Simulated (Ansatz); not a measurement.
## Au (Fm-3m), trigonal deformation path

Computed with DFT PBE, scalar-relativistic, plane waves, PAW in Ansatz. The runs took a 420 eV cutoff, a Γ-centred 22×22×22 mesh and Gaussian smearing (0.15 eV). Spin–orbit coupling is left out, which can shift energies with elements as heavy as these. No spin polarisation. Energies are free energies at this smearing, counted from the undisturbed cell; pressure is positive in compression.

The undisturbed cell (as given, not relaxed at this level; it stands at 7.9 GPa):

```
CELL_PARAMETERS angstrom
0.00000 2.04550 2.04550
2.04550 0.00000 2.04550
2.04550 2.04550 0.00000
ATOMIC_POSITIONS crystal
Au 0.00000 0.00000 0.00000
```

At fixed volume and fractional coordinates, lengths along (0.577, 0.577, 0.577) are scaled against those across it; ρ is that ratio over its starting value. The cell is metallic on the mesh throughout. At ρ = 0.500 the cell becomes cubic (Pm-3m), and there the slope of the energy vanishes by symmetry.

```tsv
ρ	ΔE (meV/atom)
0.500	500.5
0.710	226.8
1.000	0.0
2.000	3533.7
```

**Question.** Predict the pressure (GPa) at each point.

**Answer.**
| ρ | pressure (GPa) |
| --- | --- |
| 0.500 | 34.7 |
| 0.710 | 21.7 |
| 1.000 | 7.9 |
| 2.000 | 153.3 |